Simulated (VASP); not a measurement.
A run of VASP 6.6.1:

File INCAR:

```
PREC = Accurate
ENCUT = 600
EDIFF = 1E-7
ISMEAR = -1
SIGMA = 0.05
LREAL = F
LASPH = T
NELM = 80
ALGO = Normal
ISIF = 3
LWAVE = F
LCHARG = F
GGA = PS
IBRION = 2
NSW = 40
EDIFFG = -0.01
PSTRESS = 50
```

KPOINTS

```
Automatic mesh
0
Gamma
  8 8 8
```

The input POSCAR:

```
Ca
1.0
   -2.2400000000      2.2400000000      2.2400000000
    2.2400000000     -2.2400000000      2.2400000000
    2.2400000000      2.2400000000     -2.2400000000
Ca
1
Direct
    0.0000000000      0.0000000000      0.0000000000
```

Potentials or basis: VASP PAW PBE potentials, release 64 (Ca_sv).

Run with:

```sh
$ cat potpaw_PBE.64/Ca_sv/POTCAR > POTCAR
$ mpirun -np 1 vasp_std > vasp.out
```

Hardware: 1 thread of Intel(R) Xeon(R) 6975P-C (Granite Rapids), on a shared host.

Q: Estimate the wall time of this run.

A: Wall time 24 s on 1 thread of Intel(R) Xeon(R) 6975P-C (Granite Rapids), with other jobs on the host, peak memory 0.17 GiB. Counts: scf iterations 54, k points 29, ion steps 5.
